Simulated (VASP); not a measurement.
**VASP 6.6.1 run: ZnS**

INCAR

```
EDIFF = 1E-5
NBANDS = 16
SIGMA = 0.02
NELM = 120
IBRION = -1
LREAL = .FALSE.
NSW = 0
LWAVE = .FALSE.
PREC = Accurate
ISMEAR = -1
LCHARG = .FALSE.
LASPH = .TRUE.
ISIF = 2
GGA = PE
ENCUT = 520
```

KPOINTS

```
KPOINTS created by Atomic Simulation Environment
0
Gamma
3 3 3
0 0 0
```

POSCAR

```
Zn S
 1.0000000000000000
    -0.0279060827000000    2.6931206072000000    2.6931206072000000
     2.6931206072000000   -0.0279060827000000    2.6931206072000000
     2.6931206072000000    2.6931206072000000   -0.0279060827000000
 Zn  S
   1   1
Cartesian
 -0.0047017925859801 -0.0047017925859801 -0.0047017925859801
  1.3442855755109802  1.3442855755109799  1.3442855755109799
```

The recommended PBE PAW datasets give the neutral cell 18 valence electrons.

Command

```
mpirun -np 1 vasp_std
```

OSZICAR

```
N       E                     dE             d eps       ncg     rms          rms(c)
DAV:   1     0.909368962433E+02    0.90937E+02   -0.88772E+03   192   0.138E+03
DAV:   2    -0.112666179234E+01   -0.92064E+02   -0.86678E+02   224   0.262E+02
DAV:   3    -0.705000586587E+01   -0.59233E+01   -0.59007E+01   224   0.650E+01
DAV:   4    -0.711509352611E+01   -0.65088E-01   -0.65070E-01   248   0.725E+00
DAV:   5    -0.711585201595E+01   -0.75849E-03   -0.75848E-03   224   0.706E-01    0.665E+00
DAV:   6    -0.665402159750E+01    0.46183E+00   -0.77291E-01   288   0.303E+01    0.528E+00
DAV:   7    -0.662898140808E+01    0.25040E-01   -0.29853E-01   240   0.452E+00    0.276E+00
DAV:   8    -0.662936842591E+01   -0.38702E-03   -0.59760E-03   216   0.806E-01    0.830E-01
DAV:   9    -0.662995444409E+01   -0.58602E-03   -0.15038E-03   232   0.307E-01    0.116E-01
DAV:  10    -0.663017368509E+01   -0.21924E-03   -0.21848E-04   248   0.131E-01    0.627E-02
DAV:  11    -0.663017667061E+01   -0.29855E-05   -0.35534E-05   224   0.761E-02
   1 F= -.66301767E+01 E0= -.66301767E+01  d E =-.168805E-11
```

From OUTCAR

```
k-points           NKPTS =      6   k-points in BZ     NKDIM =      6   number of bands    NBANDS=     16

   NELECT =      18.0000    total number of electrons

   dimension x,y,z NGX =    28 NGY =   28 NGZ =   28
   dimension x,y,z NGXF=    56 NGYF=   56 NGZF=   56

  energy-cutoff  :      520.00
  volume of cell :       39.67
      direct lattice vectors                 reciprocal lattice vectors
    -0.027906083  2.693120607  2.693120607    -0.182797182  0.184711157  0.184711157
     2.693120607 -0.027906083  2.693120607     0.184711157 -0.182797182  0.184711157
     2.693120607  2.693120607 -0.027906083     0.184711157  0.184711157 -0.182797182

 k-points in reciprocal lattice and weights: KPOINTS created by Atomic Simulation Env
   0.00000000  0.00000000  0.00000000       0.037
   0.33333333  0.00000000  0.00000000       0.222
   0.33333333  0.33333333  0.00000000       0.222
  -0.33333333  0.33333333  0.00000000       0.222
   0.33333333  0.33333333  0.33333333       0.074
  -0.33333333  0.33333333  0.33333333       0.222

 E-fermi :   2.6710

 k-point     1 :       0.0000    0.0000    0.0000
  band No.  band energies     occupation
      1     -10.9538      2.00000
      2      -4.2561      2.00000
      3      -4.2561      2.00000
      4      -4.2477      2.00000
      5      -3.7730      2.00000
      6      -3.7730      2.00000
      7       2.1165      2.00000
      8       2.1165      2.00000
      9       2.1939      2.00000
     10       4.1950      0.00000
     11       8.4178      0.00000
     12       8.4178      0.00000
     13       8.6250      0.00000
     14      13.8577      0.00000
     15      13.8577      0.00000
     16      13.9446      0.00000

 k-point     2 :       0.3333    0.0000    0.0000
  band No.  band energies     occupation
      1     -10.2987      2.00000
      2      -4.1622      2.00000
      3      -4.1607      2.00000
      4      -4.0844      2.00000
      5      -3.7636      2.00000
      6      -3.7589      2.00000
      7      -1.7835      2.00000
      8       1.4530      2.00000
      9       1.5187      2.00000
     10       5.5565      0.00000
     11       9.1198      0.00000
     12       9.1907      0.00000
     13       9.9264      0.00000
     14      13.5791      0.00000
     15      13.7853      0.00000
     16      13.9871      0.00000

 k-point     3 :       0.3333    0.3333    0.0000
  band No.  band energies     occupation
      1     -10.0698      2.00000
      2      -4.2912      2.00000
      3      -4.0229      2.00000
      4      -4.0212      2.00000
      5      -3.7805      2.00000
      6      -3.7175      2.00000
      7      -1.3629      2.00000
      8       0.3524      2.00000
      9       0.4507      2.00000
     10       6.0192      0.00000
     11       6.5877      0.00000
     12      11.4795      0.00000
     13      11.8796      0.00000
     14      11.9502      0.00000
     15      15.1416      0.00000
     16      19.1598      0.00000

 ...

  Total        0.6343770      0.6343770      0.6343770      0.1225205      0.1225205      0.1225205
  in kB       25.6190223     25.6190223     25.6190223      4.9479345      4.9479345      4.9479345
  external PRESSURE =      25.6190223 kB  Pullay stress =       0.0000000 kB

 POSITION                                       TOTAL-FORCE (eV/Angst)
 -----------------------------------------------------------------------------------
      5.35363      5.35363      5.35363        -0.002416     -0.002416     -0.002416
      1.34429      1.34429      1.34429         0.002416      0.002416      0.002416
 -----------------------------------------------------------------------------------
    total drift:                                0.000032      0.000032      0.000032

  FREE ENERGIE OF THE ION-ELECTRON SYSTEM (eV)
  ---------------------------------------------------
  free  energy   TOTEN  =        -6.6301766706 eV

  energy  without entropy=       -6.6301766706  energy(sigma->0) =       -6.63017667
```

It converged. Results: gap between bands v and c on the k mesh 2.00 eV; least direct gap on the k mesh 2.00 eV; pressure 2.6 GPa. Band v is the last that the valence electrons fill when counted band by band, and c is the next.

These settings aren't sound, so the numbers aren't properties of the crystal.

On sound settings PBE gives a gap of 2.04 eV on its mesh and a pressure of 1.3 GPa for the intended cell.

The run took about 3.8 s on one core of a shared host (Intel Xeon Platinum 8488C) and held 0.15 GiB at most.
